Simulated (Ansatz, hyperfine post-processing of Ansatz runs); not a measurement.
# RbMnCuS2: isotropic lines and sites in a paramagnetic 87Rb spectrum

Calculated values: DFT, PBEsol+U, plane-wave PAW, default files (PAW set soft_2), collinear spin, scalar-relativistic (Ansatz), contact and point-dipole shifts scaled to 320 K with Θ = 0 K (a pure Curie law); spin-only moments, above the ordering temperature.

```
Rb Cu Mn S
1.0
     0.00000   -8.00534    0.00000
     4.00267    0.00000    0.00000
    -2.00134    2.00134    6.86132
Rb Cu Mn S
2 2 2 4
Direct
  0.00000 0.00000 0.00000
  0.50000 0.00000 0.00000
  0.37500 0.25000 0.50000
  0.87500 0.25000 0.50000
  0.12500 0.75000 0.50000
  0.62500 0.75000 0.50000
  0.17583 0.35167 0.70333
  0.67583 0.35167 0.70333
  0.32417 0.64833 0.29667
  0.82417 0.64833 0.29667
```

87Rb MAS at 7.05 T (98.6 MHz), 20 kHz, 320 K; contact and dipolar shift alone, no orbital or quadrupolar part; lines under 1.5 % of the strongest are left out. NMR lines, with heights relative to the strongest:

```csv
position (ppm),intensity
9570.3,3.1
9773.2,12
9976.1,53
10179.0,100
10381.9,68
10584.8,45
10787.7,13
10990.6,36
11193.5,42
11396.4,11
11599.3,30
11802.2,27
12005.1,27
12208.0,16
12410.9,7.7
12613.8,2.9
```

Q: Find the isotropic shifts among the lines and assign them to the Rb sites.

Sidebands are spaced by 203 ppm (the spinning rate over the resonance of 98.6 MHz). An isotropic line need not be the tallest: it is the area-weighted centre of its own family of sidebands, and the one that stays put when the rate is changed. Isotropic shifts: 10788 ppm for atom 1 and the 1 atom equivalent to it (12 Mn through links of 82° (8) and 144° (8)), reduced anisotropy 1658 ppm.

[Logs are printed without paths, hosts, clocks, repeated set-up lines and the standing remarks that a program may print on its own settings, such as how far it seeks lower states.]

[Hosts, paths, dates, database ids (printed as entryN), source tags and the programs' standing remarks are cut or masked in the printed files.]
